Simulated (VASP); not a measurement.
# ZnSe in VASP: one cell, several levels of theory, part 2 of 2

VASP 6.6.1, plane waves, PAW. Earlier steps stand in the parts before.

### 3 r2SCAN at this geometry

Contents of INCAR:

```
ENCUT = 520.000000
SIGMA = 0.010000
EDIFF = 1.00e-07
ALGO = Normal
METAGGA = R2SCAN
PREC = Accurate
IBRION = -1
ISIF = 2
ISMEAR = 0
NBANDS = 16
NELM = 120
NSW = 0
LASPH = .TRUE.
LCHARG = .FALSE.
LWAVE = .FALSE.
LREAL = .FALSE.
```

Contents of KPOINTS:

```
KPOINTS created by Atomic Simulation Environment
0
Gamma
8 8 8
0 0 0
```

Contents of KPOINTS_OPT:

```
special points
6
Reciprocal
0.0000000000 0.0000000000 0.0000000000 1
-0.5000000000 -0.5000000000 0.0000000000 1
-0.3750000000 -0.3750000000 0.2500000000 1
-0.3750000000 0.0000000000 0.3750000000 1
0.0000000000 0.0000000000 0.5000000000 1
-0.5000000000 -0.2500000000 0.2500000000 1
```

Contents of POSCAR:

```
Zn Se
 1.0000000000000000
    -0.0000000000000000    2.8324206848428668    2.8324206848428668
     2.8324206848428668    0.0000000000000000    2.8324206848428668
     2.8324206848428668    2.8324206848428668    0.0000000000000000
 Zn  Se
   1   1
Cartesian
  0.0000000000000000  0.0000000000000000 -0.0000000000000000
  1.4162103424214334  1.4162103424214334  1.4162103424214334
```

On the command line:

```console
mpirun -np 1 vasp_std
```

Standard output, without the iteration lines:

```text
POSCAR found type information on POSCAR ZnSe
 POSCAR found :  2 types and       2 ions
 -----------------------------------------------------------------------------
|                                                                             |
|                                                                             |
|     You enforced a specific xc type in the INCAR file but a different       |
|     I HOPE YOU KNOW WHAT YOU ARE DOING!                                     |
|                                                                             |
 -----------------------------------------------------------------------------

 LDA part: xc-table for (None), standard interpolation
 POSCAR, INCAR and KPOINTS ok, starting setup
 FFT: planning ... GRIDC
 FFT: planning ... GRID_SOFT
 FFT: planning ... GRID
 WAVECAR not read
 entering main loop
 Start KPOINTS_OPT (optional k-point list driver)
k-point batch [1-6\6]
```

OSZICAR:

```text
N       E                     dE             d eps       ncg     rms          rms(c)
DAV:   1     0.661395108663E+02    0.66140E+02   -0.89461E+03   928   0.129E+03
DAV:   2    -0.221320510997E+02   -0.88272E+02   -0.83210E+02  1032   0.255E+02
DAV:   3    -0.276469434549E+02   -0.55149E+01   -0.54945E+01  1152   0.628E+01
DAV:   4    -0.276879362212E+02   -0.40993E-01   -0.40989E-01  1096   0.572E+00
DAV:   5    -0.276881066420E+02   -0.17042E-03   -0.17042E-03  1200   0.335E-01    0.504E+00
DAV:   6    -0.249226312391E+02    0.27655E+01   -0.13231E+00   976   0.321E+01    0.470E+00
DAV:   7    -0.248933215325E+02    0.29310E-01   -0.30369E-01  1160   0.865E+00    0.223E+00
DAV:   8    -0.249072975365E+02   -0.13976E-01   -0.34378E-02  1192   0.172E+00    0.540E-01
DAV:   9    -0.249091343423E+02   -0.18368E-02   -0.42260E-03  1200   0.147E+00    0.875E-02
DAV:  10    -0.249092635456E+02   -0.12920E-03   -0.96356E-04  1192   0.397E-01    0.555E-02
DAV:  11    -0.249092371102E+02    0.26435E-04   -0.41258E-04  1208   0.454E-01    0.470E-02
DAV:  12    -0.249092219927E+02    0.15118E-04   -0.13162E-04  1160   0.278E-01    0.785E-03
DAV:  13    -0.249092296926E+02   -0.76999E-05   -0.12552E-05  1224   0.659E-02    0.500E-03
DAV:  14    -0.249092283240E+02    0.13686E-05   -0.29755E-06  1160   0.315E-02    0.998E-04
DAV:  15    -0.249092292574E+02   -0.93340E-06   -0.12278E-07   752   0.573E-03    0.221E-04
DAV:  16    -0.249092291804E+02    0.76959E-07   -0.32709E-08   520   0.203E-03
   1 F= -.24909229E+02 E0= -.24909229E+02  d E =-.150210E-71
       N       E                     dE             ncg
DAV:   1     0.695550820888E+03   -0.32029E+04      192
DAV:   2     0.173162575701E+03   -0.52239E+03      232
DAV:   3     0.140883569000E+03   -0.32279E+02      224
DAV:   4     0.140658498536E+03   -0.22507E+00      256
DAV:   5     0.140657592404E+03   -0.90613E-03      224
DAV:   6     0.140657584964E+03   -0.74407E-05      240
DAV:   7     0.140657584883E+03   -0.80258E-07      248
```

OUTCAR, selected sections:

```text
k-points           NKPTS =     29   k-points in BZ     NKDIM =     29   number of bands    NBANDS=     16

   NELECT =      18.0000    total number of electrons

   dimension x,y,z NGX =    30 NGY =   30 NGZ =   30
   dimension x,y,z NGXF=    60 NGYF=   60 NGZF=   60

  energy-cutoff  :      520.00
  volume of cell :       45.45
      direct lattice vectors                 reciprocal lattice vectors
     0.000000000  2.832420685  2.832420685    -0.176527450  0.176527450  0.176527450
     2.832420685  0.000000000  2.832420685     0.176527450 -0.176527450  0.176527450
     2.832420685  2.832420685  0.000000000     0.176527450  0.176527450 -0.176527450

 k-points in reciprocal lattice and weights: KPOINTS created by Atomic Simulation Env
   0.00000000  0.00000000  0.00000000       0.002
   0.12500000  0.00000000  0.00000000       0.016
   0.25000000  0.00000000  0.00000000       0.016
   0.37500000  0.00000000  0.00000000       0.016
   0.50000000  0.00000000  0.00000000       0.008
   0.12500000  0.12500000  0.00000000       0.012
   0.25000000  0.12500000  0.00000000       0.047
   0.37500000  0.12500000  0.00000000       0.047
[... 21 more k-points ...]

 E-fermi :   1.4354

 k-point     1 :       0.0000    0.0000    0.0000
  band No.  band energies     occupation
      1     -12.4124      2.00000
      2      -5.3882      2.00000
      3      -5.3882      2.00000
      4      -5.3882      2.00000
      5      -4.9796      2.00000
      6      -4.9796      2.00000
      7       1.3108      2.00000
      8       1.3108      2.00000
      9       1.3108      2.00000
     10       3.1841      0.00000
     11       7.6258      0.00000
     12       7.6260      0.00000
     13       7.6260      0.00000
     14      11.9072      0.00000
     15      13.3418      0.00000
     16      13.3418      0.00000

 k-point     2 :       0.1250    0.0000    0.0000
  band No.  band energies     occupation
      1     -12.3080      2.00000
      2      -5.3790      2.00000
      3      -5.3714      2.00000
      4      -5.3714      2.00000
      5      -4.9809      2.00000
      6      -4.9809      2.00000
      7       0.0575      2.00000
      8       1.1573      2.00000
      9       1.1573      2.00000
     10       4.1058      0.00000
     11       7.5585      0.00000
     12       7.8871      0.00000
     13       7.8873      0.00000
     14      12.5478      0.00000
     15      12.5478      0.00000
     16      12.7980      0.00000

 k-point     3 :       0.2500    0.0000    0.0000
  band No.  band energies     occupation
      1     -12.0371      2.00000
      2      -5.3339      2.00000
      3      -5.3339      2.00000
      4      -5.3166      2.00000
      5      -4.9795      2.00000
      6      -4.9795      2.00000
      7      -1.7270      2.00000
      8       0.8269      2.00000
      9       0.8269      2.00000
     10       4.5889      0.00000
     11       8.2658      0.00000
     12       8.2659      0.00000
     13       8.4047      0.00000
     14      12.3177      0.00000
     15      12.3178      0.00000
     16      12.6374      0.00000

 k-point     4 :       0.3750    0.0000    0.0000
  band No.  band energies     occupation
      1     -11.7330      2.00000
      2      -5.3029      2.00000
      3      -5.3028      2.00000
      4      -5.1090      2.00000
      5      -4.9694      2.00000
      6      -4.9694      2.00000
      7      -3.2293      2.00000
      8       0.5370      2.00000
      9       0.5370      2.00000
     10       4.4560      0.00000
     11       8.2562      0.00000
     12       8.2563      0.00000
     13       9.8799      0.00000
     14      12.3965      0.00000
     15      13.5066      0.00000
     16      13.5067      0.00000

 k-point     5 :       0.5000    0.0000    0.0000
  band No.  band energies     occupation
      1     -11.5948      2.00000
      2      -5.2925      2.00000
      3      -5.2924      2.00000
      4      -4.9621      2.00000
      5      -4.9620      2.00000
      6      -4.8234      2.00000
      7      -4.0007      2.00000
      8       0.4257      2.00000
      9       0.4257      2.00000
     10       4.3661      0.00000
     11       8.1757      0.00000
     12       8.1758      0.00000
     13      10.3889      0.00000
     14      13.0213      0.00000
     15      15.1325      0.00000
     16      15.1326      0.00000

 k-point     6 :       0.1250    0.1250    0.0000
  band No.  band energies     occupation
      1     -12.2731      2.00000
      2      -5.3941      2.00000
      3      -5.3566      2.00000
      4      -5.3566      2.00000
      5      -4.9911      2.00000
      6      -4.9722      2.00000
      7       0.0771      2.00000
      8       0.8822      2.00000
      9       0.8822      2.00000
     10       4.5322      0.00000
     11       6.8524      0.00000
     12       8.3138      0.00000
     13       8.3139      0.00000
     14      11.2856      0.00000
     15      13.2562      0.00000
     16      13.5727      0.00000

 k-point     7 :       0.2500    0.1250    0.0000
  band No.  band energies     occupation
      1     -12.0569      2.00000
      2      -5.3731      2.00000
      3      -5.3172      2.00000
      4      -5.3124      2.00000
      5      -4.9966      2.00000
      6      -4.9657      2.00000
      7      -1.2633      2.00000
      8       0.4942      2.00000
      9       0.5564      2.00000
     10       5.2549      0.00000
     11       6.7868      0.00000
     12       8.7362      0.00000
     13       8.9113      0.00000
     14      10.9750      0.00000
     15      13.4465      0.00000
     16      14.1035      0.00000

 k-point     8 :       0.3750    0.1250    0.0000
  band No.  band energies     occupation
      1     -11.7593      2.00000
      2      -5.3154      2.00000
      3      -5.2813      2.00000
      4      -5.1932      2.00000
      5      -4.9781      2.00000
      6      -4.9588      2.00000
      7      -2.7408      2.00000
      8       0.1168      2.00000
      9       0.2235      2.00000
     10       5.2418      0.00000
     11       7.5388      0.00000
     12       8.9962      0.00000
     13       8.9993      0.00000
     14      12.2591      0.00000
     15      13.7209      0.00000
     16      14.2663      0.00000

[... the tables of k-points 9 to 29 left out ...]

  Total        0.0308293      0.0308293      0.0308293      0.0000000      0.0000000      0.0000000
  in kB        1.0868537      1.0868537      1.0868537      0.0000000      0.0000000      0.0000000
  external PRESSURE =       1.0868537 kB  Pullay stress =       0.0000000 kB

 POSITION                                       TOTAL-FORCE (eV/Angst)
 -----------------------------------------------------------------------------------
      0.00000      0.00000      0.00000        -0.000000     -0.000000     -0.000000
      1.41621      1.41621      1.41621         0.000000      0.000000      0.000000
 -----------------------------------------------------------------------------------
    total drift:                                0.000022      0.000022      0.000022

  FREE ENERGIE OF THE ION-ELECTRON SYSTEM (eV)
  ---------------------------------------------------
  free  energy   TOTEN  =       -24.9092291804 eV

  energy  without entropy=      -24.9092291804  energy(sigma->0) =      -24.90922918
```

Hardware: 1 MPI rank of Intel Xeon Platinum 8488C, shared host.

The levels at the points of KPOINTS_OPT are read from vasprun.xml.

Near the gap, in eV above the top of the last filled band v; c is the band after it:

```
point    v−1      v     c   c+1
    Γ   0.00   0.00  1.87  6.31
    X  -2.24  -2.24  3.33  3.87
    U  -3.15  -1.83  3.99  6.06
    K  -3.15  -1.83  3.99  6.06
    L  -0.89  -0.89  3.06  6.86
    W  -2.83  -2.71  5.83  6.08
```

Gap with r2SCAN: 1.87 eV, direct (Γ). Pressure: 0.11 GPa; the forces vanish within 0.01 eV/Å.

### 4 Summary

The summary covers parts 1 to 2.

```
 level  gap (eV)  pressure (GPa)  Ansatz: gap (eV)  Ansatz: pressure (GPa)
   PBE      1.30            2.44              1.29                    2.20
r2SCAN      1.87            0.11              1.87                    0.02
```

The gap spans 1.30 eV (PBE) to 1.87 eV (r2SCAN). A measured gap is 2.695 eV (an exciton energy, a little under the gap; 300 K; “Alloy Disordering Effects on the Thermal Conductivity and Energy Gap Temperature Dependence of Cd1−xZnxSe Ternary Crystals Grown by the Bridgman Method”, 2023, pmc:10253836). The misses are: PBE -1.40, r2SCAN -0.82 eV; r2SCAN comes nearest. The calculation is for fixed nuclei; the measurement holds lattice motion too. At this one volume the pressure spans 0.1 GPa (r2SCAN) to 2.4 GPa (PBE): PBE wants the largest cell and r2SCAN the smallest. The two programs agree on the gap within 0.01 eV, far less than the spread between functionals. Each program uses its own PAW datasets and cutoff. VASP's cell holds 18 valence electrons and Ansatz's 28.
